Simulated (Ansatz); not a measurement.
La:

```
La
1.0
     3.75000    0.00000    0.00000
    -1.87500    3.24760    0.00000
     0.00000    0.00000    6.07000
La
2
Cartesian
  1.8750 1.0825 4.5525
  0.0000 2.1651 1.5175
```

This isn't the form of La at room conditions, which is double hcp.

Base run:

- Program: Ansatz 0.2.0
- Functional: PBEsol
- Potentials or basis: all-electron LAPW, scalar-relativistic
- Cutoff: 120 eV
- Density cutoff: 482 eV
- Basis error allowed: 0.001 eV/atom
- k mesh: 8 × 8 × 5
- Occupations: fermi-dirac, width 0.05 eV
- Spin: no spin polarisation

Its results: band gap on the k mesh none (metal or under the smearing width); pressure -1.4 GPa.

Task: After a change of settings the same cell gave: band gap on the k mesh none (metal or under the smearing width); pressure -0.7 GPa. Which change was it?
A. functional from PBEsol to LDA; occupations from fermi-dirac, width 0.05 eV to gaussian, width 0.05 eV
B. functional from PBEsol to PBE; occupations from fermi-dirac, width 0.05 eV to gaussian, width 0.05 eV
C. hubbard terms from none to La f U = 5 eV
D. hubbard terms from none to La f U = 2 eV

Result: D.

Caveats: U is the effective U less J, on atomic orbitals that reach past the spheres (some runs); U without spin polarisation on a metal has little footing (some runs); the U is typed as a test and isn't derived for this compound (some runs).

Not every run made on this cell is shown here.
